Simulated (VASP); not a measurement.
Write the native input for VASP 6.6.1 that does the following.

* Task: relaxation of cell and atoms
* Functional: PBE
* Dispersion: D4
* Potentials or basis: VASP PAW PBE potentials, release 64 (Ti_sv, O)
* Cutoff: 600 eV
* k mesh: 6 × 6 × 9
* Occupations: fermi-dirac, width 0.05 eV
* Spin: no spin polarisation
* Further INCAR settings: ALGO = Normal; EDIFF = 1e-06; IBRION = 2; EDIFFG = -0.01; NSW = 60; ISIF = 3

The structure of TiO2 lies in POSCAR:

```
TiO2
1.0
    4.5998373239      0.0000000000      0.0000000000
    0.0000000000      4.5998373239      0.0000000000
    0.0000000000      0.0000000000      2.9592135600
Ti O
2 4
Direct
    0.0000000000      0.0000000000      0.5000000000
    0.5000000000      0.5000000000      0.0000000000
    0.3043213200      0.3043213200      0.5000000000
    0.1956786800      0.8043213200      0.0000000000
    0.8043213200      0.1956786800      0.0000000000
    0.6956786800      0.6956786800      0.5000000000
```

The cell is a database's computed one.

One way to write it, as run:

INCAR

```
ALGO = Normal
EDIFF = 1E-6
EDIFFG = -0.01
ENCUT = 600
GGA = PE
IBRION = 2
ISIF = 3
ISMEAR = -1
IVDW = 13
LASPH = True
LCHARG = False
LREAL = False
LWAVE = False
NELM = 60
NSW = 60
PREC = Accurate
SIGMA = 0.05
```

KPOINTS

```
k-points
0
Gamma
  6 6 9
```

Potentials or basis: VASP PAW PBE potentials, release 64 (Ti_sv, O).

Launch:

```sh
$ cat potpaw_PBE.64/Ti_sv/POTCAR potpaw_PBE.64/O/POTCAR > POTCAR
$ mpirun -np 1 vasp_std > vasp.out
```

It gave:

```json
{"Relaxed volume": "10.47 Å³/atom", "Relaxed cell": "a = 4.609 Å, b = 4.609 Å, c = 2.958 Å, α = 90.00°, β = 90.00°, γ = 90.00°", "Space group after relaxing (to 0.05 Å)": "P4_2/mnm (No. 136)", "Energy gained by relaxing": "0.1 meV/atom", "Ionic steps": "7", "Pressure after relaxing": "0.0 GPa", "Band gap on the k mesh": "1.84 eV, direct", "Dispersion energy per atom": "-0.206 eV"}
```

Caveat: an odd mesh through Γ misses points on the zone boundary, where band edges often lie.

Wall time 13 min on 1 thread of AMD EPYC 7571 (shared host), peak memory 0.22 GiB.
